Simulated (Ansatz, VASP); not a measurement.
# One calculation of C, two programs

```
CELL_PARAMETERS angstrom
2.46650 0.00000 0.00000
-1.23325 2.13605 0.00000
0.00000 0.00000 8.53103
ATOMIC_POSITIONS crystal
C 0.00000 0.00000 0.25000
C 0.33333 0.66667 0.25000
C 0.00000 0.00000 0.75000
C 0.66667 0.33333 0.75000
```

Alike in both runs: functional PBE; k mesh 24 × 24 × 8; occupations gaussian, width 0.05 eV; no spin polarisation.

Ansatz relaxed the structure, and its values are those at the end. VASP's run is a single point on that final structure, the one shown.

```csv
,VASP,Ansatz
version,VASP 6.6.1,Ansatz 0.2.0
potentials or method,"VASP PAW PBE potentials, release 64 (C)","scalar-relativistic, plane waves, PAW"
plane-wave cutoff (eV),520,420
valence electrons in the cell,16,16
```

VASP gave:

```
gap on the k mesh at the Fermi level (eV) : none
pressure (GPa)                            : 0.4
```

Problem. Estimate Ansatz's values.

Solution. gap on the k mesh at the Fermi level (eV): none; pressure (GPa): 0.0.

A gap of «none» marks a metal or a gap that the smearing closes.

Caveats: this functional lacks dispersion, which binds the layers, so the pressure and a relaxed spacing across them are unreliable.
